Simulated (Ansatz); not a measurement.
The compound is TaS2 (1T sheet).

The cell holds 3 atoms: 1 Ta and 2 S. Cell: a = 3.328 Å, b = 3.328 Å, c = 29.617 Å, α = 90.0°, β = 90.0°, γ = 120.0°. Vacuum lies along c.

```xyz
3
Lattice="0.0000 2.3535 2.3535 2.3535 -2.3535 0.0000 17.0995 17.0995 -17.0995" Properties=species:S:1:pos:R:3
Ta    5.4584    5.4584   -5.4584
S     7.9128    5.5593   -5.5593
S     5.3576    5.3576   -3.0041
```

The structure was relaxed with PBEsol. The structure was generated from a model, not taken from a measurement. The runs that relaxed it are not among those shown. The program's search for lower electronic states was switched off, so nothing shows that the state found is the lowest. Spin-orbit coupling is left out unless a run names it. PAW set soft_2, made with PBE.

A constrained-RPA run (Ansatz 0.2.0; non-magnetic PBEsol; Ta t2g + anion p, bands v7 to c2, 6×6×1 mesh, medium accuracy) builds 9 functions on bands 10 eV wide, with 13.0 electrons in the window. The bare on-site interaction is 11.5 eV and the bare J 0.46 eV.

What U and J survive the screening?

On the Ta t2g shell, U = 4.63 eV (40 % of the bare value), U′ = 3.90 eV, J = 0.34 eV.

The parent state is non-magnetic and the interaction static (zero frequency); U depends on the window and the orbitals, so it belongs to this model alone. Spin-orbit coupling, which is strong for atoms this heavy, is left out. A window that holds the anion p bands defines a model with explicit ligands; its U belongs to that model and is not the U of DFT+U.

[Paths, hosts, dates, memory and timing lines, banners, echoed tables and standing remarks are left out of the program output.]

[Logs are printed without paths, hosts, clocks, repeated set-up lines and the standing remarks that a program may print on its own settings, such as how far it seeks lower states.]

[Runs of the session that timed out or met a known fault of the program may be left out.]

[Hosts, paths, dates, database ids (printed as entryN), source tags and the programs' standing remarks are cut or masked in the printed files.]
